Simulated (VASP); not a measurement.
Write the native input for VASP 6.6.1 that does the following.

| Item | Value |
| --- | --- |
| Task | band structure |
| Functional | PBE |
| Dispersion | D3(BJ) |
| Potentials or basis | VASP PAW PBE potentials, release 64 (W_sv, S) |
| Cutoff | 520 eV |
| k mesh | 12 × 12 × 3 |
| Occupations | gaussian, width 0.03 eV |
| Spin | no spin polarisation |
| Further INCAR settings | ALGO = Normal; EDIFF = 1e-06; NBANDS = 35 |

The structure of WS2 lies in POSCAR:

```
WS2                                     
1.0
    3.1541047172     -0.0000000000      0.0000000000
   -1.5770523586      2.7315348073      0.0000000000
   -0.0000000000     -0.0000000000     12.1422886781
  W               S             
     2     4
Direct
     0.3333333300000021    0.6666666699999979    0.2500000000000000
     0.6666666699999979    0.3333333300000021    0.7500000000000000
     0.3333333300000021    0.6666666699999979    0.6203012447095502
     0.6666666699999979    0.3333333300000021    0.1203012447095501
     0.3333333300000021    0.6666666699999979    0.8796987552904498
     0.6666666699999979    0.3333333300000021    0.3796987552904499
```

The input as run:

INCAR

```
PREC = Accurate
ENCUT = 520
EDIFF = 1E-6
ISMEAR = 0
SIGMA = 0.03
LREAL = F
LASPH = T
NELM = 80
ALGO = Normal
ISIF = 2
LWAVE = F
LCHARG = F
LMAXMIX = 4
GGA = PE
IVDW = 12
NBANDS = 35
ICORELEVEL = 1
KPAR = 2
```

KPOINTS

```
regular mesh
0
Gamma
  12 12 3
```

KPOINTS_OPT

```
explicit points
141
Reciprocal
 0.0000000000  0.0000000000  0.0000000000 1
 0.0357142857  0.0000000000  0.0000000000 1
 0.0714285714  0.0000000000  0.0000000000 1
 0.1071428571  0.0000000000  0.0000000000 1
 0.1428571429  0.0000000000  0.0000000000 1
 0.1785714286  0.0000000000  0.0000000000 1
[... 133 lines left out ...]
 0.5000000000  0.0000000000  0.5000000000 1
 0.5000000000  0.0000000000  0.0000000000 1
```

Potentials or basis: VASP PAW PBE potentials, release 64 (W_sv, S).

Run with:

```bash
$ cat potpaw_PBE.64/W_sv/POTCAR potpaw_PBE.64/S/POTCAR > POTCAR
$ mpirun -np 2 vasp_std > vasp.out
```

Results of the run:

- Pressure: 0.0 GPa
- Band gap on the k mesh: 0.91 eV, indirect (least direct gap 1.83 eV)
- Band gap along the path: 0.91 eV, indirect (least direct gap 1.83 eV)
- Dispersion energy per atom: -0.435 eV

Caveat: spin-orbit coupling is left out, which moves the levels of the heavy elements.

It took 2.8 min on 2 MPI ranks on Intel(R) Xeon(R) Platinum 8488C (Sapphire Rapids) (shared host), peak memory 0.35 GiB a rank.
